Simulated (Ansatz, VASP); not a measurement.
**Si54H16O7F2 (HO:Si(111) with 2 of its OH changed to F): VASP beside Ansatz**

One calculation is typed for both programs; each brings its own data sets. How far apart do they land? The cell is taken from a series of runs on this material, whose earlier steps may have relaxed, scaled, displaced or heated it; both programs get it as it stands.

Program: Ansatz 0.2.0. Level of theory: plane waves, with VASP 6.6.1 beside it; single point at HSE06 with D3(BJ). Results are calculated unless marked as measured.

### 1. The structure

The cell holds 79 atoms: 54 Si, 16 H, 7 O and 2 F. Its edges and angles: a = 11.604 Å, b = 11.604 Å, c = 26.701 Å, α = 90.0°, β = 90.0°, γ = 120.0°. It derives from Si (HO:Si(111)). As first built, before any earlier steps moved the atoms (in the runner's words): diamond Si(111), 3 x 3 cells, three bilayers, OH on the upper face and H on the lower (lattice constants typed as starting values near PBE's), lower atoms held; 2 top OH groups nearest the cell's middle replaced by F, eased by MACE. Vacuum lies along c.

### 2. VASP: single point, HSE06 with D3(BJ)

With cell and atoms fixed, the geometry can't cause a difference; cores, projectors, grids and the points listed under the comparison can.

Lines of VASP's logs that name or quote its potential files are left out, and so is its time.

The run reads the wave functions of an earlier VASP run, which isn't shown here.

File INCAR:

```
SYSTEM = Si54H16O7F2
PREC = Accurate
ENCUT = 520
EDIFF = 1E-06
NELM = 100
ISMEAR = -1
SIGMA = 0.025
LREAL = Auto
ALGO = Normal
LHFCALC = .TRUE.
AEXX = 0.25
GGA = PE
HFSCREEN = 0.208
IVDW = 12
VDW_S6 = 1
VDW_S8 = 2.31
VDW_A1 = 0.383
VDW_A2 = 5.685
LASPH = .TRUE.
NBANDS = 199
PRECFOCK = Fast
LORBIT = 11
LWAVE = .FALSE.
LCHARG = .FALSE.
ISIF = 2
```

File POSCAR:

```
Si54H16O7F2
1.0
   11.6036200000      0.0000000000      0.0000000000
   -5.8018100000     10.0490300000      0.0000000000
    0.0000000000      0.0000000000     26.7011300000
Si H O F
54 16 7 2
Direct
    0.0000000000      0.0000000000      0.0928800000
    0.2222200000      0.1111100000      0.1224500000
    0.2223800000      0.1115300000      0.2096700000
    0.1112800000      0.2223000000      0.2384500000
    0.1105500000      0.2211500000      0.3266200000
    0.0023100000      0.9978100000      0.3540300000
    0.0000000000      0.3333300000      0.0928800000
    0.2222200000      0.4444400000      0.1224500000
    0.2223200000      0.4445400000      0.2099900000
    0.1108100000      0.5554000000      0.2378700000
    0.1112100000      0.5541600000      0.3255500000
    0.9989800000      0.3318600000      0.3541800000
    0.0000000000      0.6666700000      0.0928800000
    0.2222200000      0.7777800000      0.1224500000
    0.2224400000      0.7774800000      0.2095800000
    0.1112400000      0.8888400000      0.2369200000
    0.1121000000      0.8879300000      0.3242400000
    0.0017600000      0.6663900000      0.3533200000
    0.3333300000      0.0000000000      0.0928800000
    0.5555600000      0.1111100000      0.1224500000
    0.5554400000      0.1108200000      0.2094400000
    0.4447800000      0.2222100000      0.2375000000
    0.4455300000      0.2211100000      0.3251800000
    0.3336300000      0.9983300000      0.3533500000
    0.3333300000      0.3333300000      0.0928800000
    0.5555600000      0.4444400000      0.1224500000
    0.5553400000      0.4447400000      0.2098600000
    0.4443400000      0.5557000000      0.2389600000
    0.4440500000      0.5559200000      0.3274500000
    0.3342100000      0.3316100000      0.3529900000
    0.3333300000      0.6666700000      0.0928800000
    0.5555600000      0.7777800000      0.1224500000
    0.5555300000      0.7777200000      0.2100000000
    0.4444800000      0.8890500000      0.2378900000
    0.4453300000      0.8883400000      0.3255600000
    0.3324200000      0.6670200000      0.3549400000
    0.6666700000      0.0000000000      0.0928800000
    0.8888900000      0.1111100000      0.1224500000
    0.8891400000      0.1108100000      0.2098200000
    0.7777200000      0.2221200000      0.2369800000
    0.7784100000      0.2210800000      0.3242600000
    0.6675100000      0.0004400000      0.3542100000
    0.6666700000      0.3333300000      0.0928800000
    0.8888900000      0.4444400000      0.1224500000
    0.8890600000      0.4444300000      0.2094400000
    0.7779000000      0.5553300000      0.2374500000
    0.7789600000      0.5545500000      0.3251200000
    0.6685300000      0.3316900000      0.3531000000
    0.6666700000      0.6666700000      0.0928800000
    0.8888900000      0.7777800000      0.1224500000
    0.8885600000      0.7777400000      0.2096700000
    0.7777500000      0.8887300000      0.2385200000
    0.7788600000      0.8894300000      0.3267300000
    0.6683400000      0.6656700000      0.3530000000
    0.0000000000      0.0000000000      0.0374500000
    0.9743500000      0.0282000000      0.4365000000
    0.0000000000      0.3333300000      0.0374500000
    0.9501700000      0.3579600000      0.4341300000
    0.0000000000      0.6666700000      0.0374500000
    0.9824900000      0.7190700000      0.4336000000
    0.3333300000      0.0000000000      0.0374500000
    0.2821100000      0.0195100000      0.4335600000
    0.3333300000      0.3333300000      0.0374500000
    0.3333300000      0.6666700000      0.0374500000
    0.2882900000      0.7041100000      0.4338500000
    0.6666700000      0.0000000000      0.0374500000
    0.6342900000      0.0423700000      0.4343100000
    0.6666700000      0.3333300000      0.0374500000
    0.6386600000      0.3646200000      0.4352500000
    0.6666700000      0.6666700000      0.0374500000
    0.0140900000      0.9868100000      0.4167200000
    0.9986900000      0.3215600000      0.4169200000
    0.0114200000      0.6640900000      0.4163800000
    0.3364000000      0.9896300000      0.4164100000
    0.3346500000      0.6640500000      0.4175900000
    0.6767700000      0.9998900000      0.4169400000
    0.6786800000      0.3226800000      0.4159900000
    0.3385600000      0.3256000000      0.4144200000
    0.6743000000      0.6609400000      0.4144300000
```

File KPOINTS:

```
Automatic mesh
0
Gamma
1 1 1
0 0 0
```

Potentials, in the order of the species: Si, H, O and F (PBE family, release 64).

On the command line:

```
export OMP_NUM_THREADS=3
mpirun -np 1 vasp_gam
```

Numbers of over 12 decimals in the logs are rounded to 6 here.

Output:

```text
[banner, memory and clock lines left out]
running    1 mpi-ranks, on    1 nodes
[...]
Offloading initialized ...    1 GPUs detected
[...]
LDA part: xc-table for (Slater+PW92), standard interpolation
 found WAVECAR, reading the header
 POSCAR, INCAR and KPOINTS ok, starting setup
[...]
reading WAVECAR
 the WAVECAR file was read successfully
 initial charge from wavefunction
 entering main loop
       N       E                     dE             d eps       ncg     rms          rms(c)
DAV:   1    -0.476778782521E+03   -0.47678E+03   -0.10719E+01   429   0.824E+00    0.166E+01
DAV:   2    -0.477040798374E+03   -0.26202E+00   -0.21186E+00   460   0.264E+00    0.125E+01
DAV:   3    -0.476987365276E+03    0.53433E-01   -0.63180E-02   596   0.110E+00    0.778E+00
DAV:   4    -0.476982414918E+03    0.49504E-02   -0.17987E-01   444   0.981E-01    0.455E+00
[...]
DAV:  64    -0.476979095798E+03   -0.11196E-05   -0.20836E-08   276   0.403E-04    0.973E-04
DAV:  65    -0.476979096844E+03   -0.10461E-05   -0.19219E-08   268   0.387E-04    0.942E-04
DAV:  66    -0.476979097810E+03   -0.96532E-06   -0.17982E-08   268   0.371E-04
   1 F= -.49377674E+03 E0= -.49377674E+03  d E =-.413180E-11
```

From OUTCAR (step 2):

```text
  FREE ENERGIE OF THE ION-ELECTRON SYSTEM (eV)
  ---------------------------------------------------
  free  energy   TOTEN  =      -493.7767449446 eV

  energy  without entropy=     -493.7767449446  energy(sigma->0) =     -493.77674494

[... 1 further part left out ...]
```

(Part 1 of 2 ends here.)

[Lines on the potential files, build, host, timing and source positions are cut from VASP's logs without a mark.]

[Logs are printed without paths, hosts, clocks, repeated set-up lines and the standing remarks that a program may print on its own settings, such as how far it seeks lower states.]

[Hosts, paths, dates, database ids (printed as entryN), source tags and the programs' standing remarks are cut or masked in the printed files.]
